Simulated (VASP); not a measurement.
# CdTe (F-43m) in VASP: notebook, part 2 of 3

VASP 6.6.1.

## 4. Dielectric tensor, PBE

Contents of INCAR:

```
SYSTEM = CdTe
PREC = Accurate ; ENCUT = 400
EDIFF = 1E-8 ; ISMEAR = 0
SIGMA = 0.01 ; LREAL = .False.
LASPH = .True. ; NELM = 100
ALGO = Normal ; ISIF = 2
LWAVE = .False. ; LCHARG = .False.
GGA = PE ; LEPSILON = .True.
```

Contents of KPOINTS:

```
Automatic mesh
0
Gamma
  10 10 10
  0 0 0
```

Contents of POSCAR:

```
CdTe
1.0
    0.0000000000      3.2050000000      3.2050000000
    3.2050000000      0.0000000000      3.2050000000
    3.2050000000      3.2050000000      0.0000000000
Te Cd
1 1
Direct
    0.7500000000      0.7500000000      0.7500000000
    0.0000000000      0.0000000000      0.0000000000
```

Potentials or basis: VASP PAW PBE potentials, release 64 (Te, Cd).

Run with:

```sh
cat potpaw_PBE.64/Te/POTCAR potpaw_PBE.64/Cd/POTCAR > POTCAR
mpirun -np 1 vasp_std > vasp.out
```

OUTCAR:

```text
SYSTEM = CdTe
   PREC = Accurate
   ENCUT = 400
   EDIFF = 1E-8
   ISMEAR = 0
   LREAL = .False.
   LASPH = .True.
   NELM = 100
   ISIF = 2
   GGA = PE
   LEPSILON = .True.

 Found     47 irreducible k-points:

 Following reciprocal coordinates:
            Coordinates               Weight
  0.000000  0.000000  0.000000      1.000000
  0.100000  0.000000  0.000000      8.000000
  0.200000  0.000000  0.000000      8.000000
  0.300000  0.000000  0.000000      8.000000
  0.400000  0.000000  0.000000      8.000000
  0.500000  0.000000  0.000000      4.000000
   k-points           NKPTS =     47   k-points in BZ     NKDIM =     47   number of bands    NBANDS=     13
   number of dos      NEDOS =    301   number of ions     NIONS =      2
   total plane-waves  NPLWV =  27000
   dimension x,y,z NGX =    30 NGY =   30 NGZ =   30
   dimension x,y,z NGXF=    60 NGYF=   60 NGZF=   60
   ions per type =               1   1
   NGX,Y,Z   is equivalent  to a cutoff of  11.00, 11.00, 11.00 a.u.
   NGXF,Y,Z  is equivalent  to a cutoff of  22.01, 22.01, 22.01 a.u.
 SYSTEM =  CdTe
   PREC   = accura    normal or accurate (medium, high low for compatibility)
   ISTART =      0    job   : 0-new  1-cont  2-samecut
   ICHARG =      2    charge: 1-file 2-atom 10-const
   ISPIN  =      1    spin polarized calculation?
   LNONCOLLINEAR =      F non collinear calculations
   LSORBIT =      F    spin-orbit coupling
   LASPH  =      T    aspherical Exc in radial PAW
   ENCUT  =  400.0 eV  29.40 Ry    5.42 a.u.   7.39  7.39  7.39*2*pi/ulx,y,z
   NELM   =    100;   NELMIN=  2; NELMDL= -5     # of ELM steps
   EDIFF  = 0.1E-07   stopping-criterion for ELM
   LREAL  =      F    real-space projection
   EDIFFG = 0.1E-06   stopping-criterion for IOM
   NSW    =      0    number of steps for IOM
   IBRION =     -1    ionic relax: 0-MD 1-quasi-New 2-CG
   NFREE  =      0    steps in history (QN), initial steepest desc. (CG)
   ISIF   =      2    stress and relaxation
   ISYM   =      2    0-nonsym 1-usesym 2-fastsym
   POTIM  = 0.5000    time-step for ionic-motion
   TEBEG  =    0.0;   TEEND  =   0.0 temperature during run
[... 171 lines left out ...]
          -0.000000     9.441375     0.000000
          -0.000000     0.000000     9.441375
 ------------------------------------------------------

 Free energy of the ion-electron system (eV)
  ---------------------------------------------------
  ---------------------------------------------------
  free energy    TOTEN  =        -1.58814692 eV

  energy without entropy =       -1.58814692

------------------------ aborting loop because EDIFF is reached ----------------------------------------

--------------------------------------- Ionic step        2  -------------------------------------------

------------------------ aborting loop because EDIFF is reached ----------------------------------------

--------------------------------------- Ionic step        3  -------------------------------------------

 Free energy of the ion-electron system (eV)
  ---------------------------------------------------
  ---------------------------------------------------
  free energy    TOTEN  =        -1.58814835 eV

  energy without entropy =       -1.58814835

------------------------ aborting loop because EDIFF is reached ----------------------------------------

 PIEZOELECTRIC TENSOR FIELD DIRECTION 3  (e Angst)
 -----------------------------------------------------------------------------
    -0.00155  2.42123  0.00000           (  0.00000 -0.06717  0.00000)
     2.42123 -0.00155  0.00000           ( -0.06717  0.00000  0.00000)
     0.00000  0.00000 -0.00075           (  0.00000  0.00000  0.00000)

 PIEZOELECTRIC TENSOR FIELD DIRECTION 3  (C/m^2)
 -----------------------------------------------------------------------------
    -0.00038  0.58916  0.00000
     0.58916 -0.00038  0.00000
     0.00000  0.00000 -0.00018

 MACROSCOPIC STATIC DIELECTRIC TENSOR (including local field effects in DFT)
 ------------------------------------------------------
           9.048275    -0.000000     0.000000
           0.000000     9.048275     0.000000
          -0.000000     0.000000     9.048275
 ------------------------------------------------------

 PIEZOELECTRIC TENSOR (including local field effects)  for field in x, y, z        (e  Angst)
          XX          YY          ZZ          XY          YZ          ZX
  --------------------------------------------------------------------------------
  x     0.00000     0.00000    -0.00000     0.00000     2.43495    -0.00000
  y    -0.00000    -0.00000    -0.00000     0.00000     0.00000     2.43495
  z     0.00000    -0.00000     0.00000     2.43495     0.00000     0.00000

 PIEZOELECTRIC TENSOR (including local field effects)  for field in x, y, z        (C/m^2)
          XX          YY          ZZ          XY          YZ          ZX
  --------------------------------------------------------------------------------
  x     0.00000     0.00000    -0.00000     0.00000     0.59250    -0.00000
  y    -0.00000    -0.00000    -0.00000     0.00000     0.00000     0.59250
  z     0.00000    -0.00000     0.00000     0.59250     0.00000     0.00000

 BORN EFFECTIVE CHARGES (including local field effects) (in |e|, cummulative output)
 ---------------------------------------------------------------------------------
 ion    1
    1    -2.14059     0.00000     0.00000
    2    -0.00000    -2.14059     0.00000
    3    -0.00000    -0.00000    -2.14059
 ion    2
    1     2.14059    -0.00000    -0.00000
    2     0.00000     2.14059    -0.00000
    3     0.00000     0.00000     2.14059
```

It took 4.3 min on 1 thread of Intel Xeon 6975P-C (Granite Rapids), shared host; peak memory 0.4 GiB.

The run converged, but some of its settings lie outside the range that counts as converged, so its numbers aren't taken as properties of the crystal.

What came out:

```
Band gap on the k mesh                  : 0.87 eV, direct
Electronic dielectric tensor (diagonal) : 9.05
Born charges (mean of the diagonal)     : Te -2.14; Cd +2.14 e
```

Caveat: spin-orbit coupling is left out, which moves the levels of the heavy elements.

## 5. Dielectric tensor, PBE

INCAR: that of step 4 with these lines changed.

```diff
@@ -1,3 +1,3 @@
 SYSTEM = CdTe
-PREC = Accurate ; ENCUT = 400
+PREC = Accurate ; ENCUT = 600
 EDIFF = 1E-8 ; ISMEAR = 0
```

Contents of KPOINTS:

```
Automatic mesh
0
Gamma
  9 9 9
  0 0 0
```

POSCAR is that of step 4.

Potentials or basis: VASP PAW PBE potentials, release 64 (Te, Cd).

Run with:

```sh
cat potpaw_PBE.64/Te/POTCAR potpaw_PBE.64/Cd/POTCAR > POTCAR
mpirun -np 1 vasp_std > vasp.out
```

OUTCAR:

```text
SYSTEM = CdTe
   PREC = Accurate
   ENCUT = 600
   EDIFF = 1E-8
   ISMEAR = 0
   LREAL = .False.
   LASPH = .True.
   NELM = 100
   ISIF = 2
   GGA = PE
   LEPSILON = .True.

 Found     35 irreducible k-points:

 Following reciprocal coordinates:
            Coordinates               Weight
  0.000000  0.000000  0.000000      1.000000
  0.111111  0.000000  0.000000      8.000000
  0.222222  0.000000  0.000000      8.000000
  0.333333  0.000000  0.000000      8.000000
  0.444444  0.000000  0.000000      8.000000
  0.111111  0.111111  0.000000      6.000000
   k-points           NKPTS =     35   k-points in BZ     NKDIM =     35   number of bands    NBANDS=     13
   number of dos      NEDOS =    301   number of ions     NIONS =      2
   total plane-waves  NPLWV =  46656
   dimension x,y,z NGX =    36 NGY =   36 NGZ =   36
   dimension x,y,z NGXF=    72 NGYF=   72 NGZF=   72
   ions per type =               1   1
   NGX,Y,Z   is equivalent  to a cutoff of  13.20, 13.20, 13.20 a.u.
   NGXF,Y,Z  is equivalent  to a cutoff of  26.41, 26.41, 26.41 a.u.
 SYSTEM =  CdTe
   PREC   = accura    normal or accurate (medium, high low for compatibility)
   ISTART =      0    job   : 0-new  1-cont  2-samecut
   ICHARG =      2    charge: 1-file 2-atom 10-const
[... 208 lines left out ...]
  ---------------------------------------------------
  free energy    TOTEN  =        -1.64272595 eV

  energy without entropy =       -1.64272595

------------------------ aborting loop because EDIFF is reached ----------------------------------------

 PIEZOELECTRIC TENSOR FIELD DIRECTION 3  (e Angst)
 -----------------------------------------------------------------------------
    -0.00150  2.44456  0.00000           (  0.00000 -0.07137  0.00000)
     2.44456 -0.00150  0.00000           ( -0.07137  0.00000  0.00000)
     0.00000  0.00000 -0.00066           (  0.00000  0.00000 -0.00000)

 PIEZOELECTRIC TENSOR FIELD DIRECTION 3  (C/m^2)
 -----------------------------------------------------------------------------
    -0.00036  0.59484  0.00000
     0.59484 -0.00036  0.00000
     0.00000  0.00000 -0.00016

 MACROSCOPIC STATIC DIELECTRIC TENSOR (including local field effects in DFT)
 ------------------------------------------------------
           9.330038     0.000000    -0.000000
           0.000000     9.330038     0.000000
           0.000000     0.000000     9.330038
 ------------------------------------------------------

 PIEZOELECTRIC TENSOR (including local field effects)  for field in x, y, z        (e  Angst)
          XX          YY          ZZ          XY          YZ          ZX
  --------------------------------------------------------------------------------
  x    -0.00000     0.00000     0.00000     0.00000     2.46328    -0.00000
  y     0.00000     0.00000     0.00000     0.00000    -0.00000     2.46328
  z     0.00000     0.00000    -0.00000     2.46328     0.00000     0.00000

 PIEZOELECTRIC TENSOR (including local field effects)  for field in x, y, z        (C/m^2)
          XX          YY          ZZ          XY          YZ          ZX
  --------------------------------------------------------------------------------
  x    -0.00000     0.00000     0.00000     0.00000     0.59939    -0.00000
  y     0.00000     0.00000     0.00000     0.00000    -0.00000     0.59939
  z     0.00000     0.00000    -0.00000     0.59939     0.00000     0.00000

 BORN EFFECTIVE CHARGES (including local field effects) (in |e|, cummulative output)
 ---------------------------------------------------------------------------------
 ion    1
    1    -2.15376     0.00000     0.00000
    2     0.00000    -2.15376     0.00000
    3     0.00000     0.00000    -2.15376
 ion    2
    1     2.15376     0.00000     0.00000
    2     0.00000     2.15376     0.00000
    3     0.00000     0.00000     2.15376
```

OSZICAR:

```text
N       E                     dE             d eps       ncg     rms          rms(c)
DAV:   1     0.111718329798E+03    0.11172E+03   -0.92268E+03   910   0.136E+03
[... 13 lines left out ...]
RMM:   7    -0.164246102442E+01   -0.19743E-02   -0.45640E-05  5059   0.392E-02    0.547E-03
RMM:   8    -0.164265187934E+01   -0.19085E-03   -0.48294E-07  5405   0.793E-03    0.150E-03
RMM:   9    -0.164272074062E+01   -0.68861E-04   -0.17538E-07  4701   0.444E-03    0.346E-04
RMM:  10    -0.164273258566E+01   -0.11845E-04    0.34239E-07  5584   0.699E-04    0.170E-04
RMM:  11    -0.164272821691E+01    0.43688E-05    0.97979E-07  5116   0.334E-04    0.804E-05
RMM:  12    -0.164272628339E+01    0.19335E-05    0.36605E-07  3852   0.973E-05    0.286E-05
RMM:  13    -0.164272595298E+01    0.33041E-06   -0.12532E-08  2565   0.579E-05    0.495E-06
```

stdout:

```text
POSCAR found type information on POSCAR TeCd
 POSCAR found :  2 types and       2 ions
 scaLAPACK will be used
 LDA part: xc-table for (Slater+PW92), standard interpolation
 POSCAR, INCAR and KPOINTS ok, starting setup
 FFT: planning ... GRIDC
 FFT: planning ... GRID_SOFT
 FFT: planning ... GRID
 WAVECAR not read
 entering main loop
 Linear response reoptimize wavefunctions to high precision
 Linear response G [H, r] |phi>, progress :
  Direction:   1
 Linear response G [H, r] |phi>, progress :
  Direction:   2
 Linear response G [H, r] |phi>, progress :
  Direction:   3
 Linear response to external field (no local field effect), progress :
  Direction:   1
 dielectric tensor                  component  1 :    10.992     4.611     1.215
 Linear response to external field (no local field effect), progress :
  Direction:   2
 dielectric tensor                  component  2 :     4.610    11.658    -1.689
 Linear response to external field (no local field effect), progress :
  Direction:   3
 dielectric tensor                  component  3 :     1.220    -1.691     6.498
 Linear response to external field, progress :
  Direction:   1
 dielectric tensor                  component  1 :     9.330     2.052     0.997
 Linear response to external field, progress :
  Direction:   2
 dielectric tensor                  component  2 :     1.974     9.330     0.763
 Linear response to external field, progress :
  Direction:   3
 dielectric tensor                  component  3 :     1.568     1.480     9.330
 Born effective charges drift removed
```

It took 3.9 min on 1 thread of Intel Xeon 6975P-C (Granite Rapids), shared host; peak memory 0.47 GiB.

These settings aren't checked as converged: the numbers below hold their error.

Results:

| Quantity | Value |
| --- | --- |
| Band gap on the k mesh | 0.87 eV, direct |
| Electronic dielectric tensor (diagonal) | 9.33 |
| Born charges (mean of the diagonal) | Te -2.15; Cd +2.15 e |

Caveat: spin-orbit coupling is left out, which moves the levels of the heavy elements.

[end of part 2 of 3]
